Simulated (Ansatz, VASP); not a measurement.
## RbBr: VASP beside Ansatz

```xyz
2
Lattice="0.0000 3.4045 3.4045 3.4045 0.0000 3.4045 3.4045 3.4045 0.0000" Properties=species:S:1:pos:R:3 pbc="T T T"
Rb    0.0000    0.0000    0.0000
Br    3.4045    3.4045    3.4045
```

Change from the starting cell: volume scaled by 0.98.

Alike in both runs: task single point; functional PBE; k mesh 6 × 6 × 6; occupations fermi-dirac, width 0.02 eV; no spin polarisation.

```csv
,VASP,Ansatz
version,VASP 6.6.1,Ansatz 0.2.0
potentials or method,"VASP PAW PBE potentials, release 64 (Rb_sv, Br), cutoff 520 eV","all-electron LAPW, scalar-relativistic"
```

```csv
,VASP,Ansatz,Ansatz less VASP
gap on the k mesh at the Fermi level (eV),4.41,4.42,+0.003
pressure (GPa),1.4,1.3,-0.03
```

Ansatz ran all-electron here, so the differences hold the error of VASP's frozen core and of both bases.
